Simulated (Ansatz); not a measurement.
Pb under changes of volume

One of the cells (30.323 Å³/atom); the others are scaled copies at fixed shape and fractional positions:

```xyz
1
Lattice="0.0000 2.4750 2.4750 2.4750 0.0000 2.4750 2.4750 2.4750 0.0000" Properties=species:S:1:pos:R:3 pbc="T T T"
Pb    0.0000    0.0000    0.0000
```

* Program: Ansatz 0.2.0
* Functional: PBE
* Potentials or basis: Ansatz PAW
* Cutoff: 420 eV (not typed: the program's choice for these potentials)
* k mesh: 9 × 9 × 9
* Occupations: fermi-dirac, width 0.05 eV
* Spin: no spin polarisation

```csv
volume (Å³/atom),energy over the lowest point (meV/atom),pressure (GPa)
28.503,55.77,6.0
29.110,35.67,4.6
29.716,20.58,3.4
30.323,?,?
30.929,3.37,1.3
31.535,0.18,0.4
32.142,0.00,-0.3
```

Q: What does the run at 30.323 Å³/atom give?

A: Energy over the lowest point 9.99 meV/atom; pressure 2.3 GPa.

Worked out: A Birch-Murnaghan fit of order 3 (a polynomial in V^(-2/3)) to the other rows has its minimum at 31.87 Å³/atom with B0 = V·E''(V) = 39 GPa and B' = 5.8. It gives 10.02 meV/atom at 30.323 Å³/atom, against the run's 9.99, and -dE/dV = 2.3 GPa, against 2.3.

Energies are extrapolated to zero smearing.
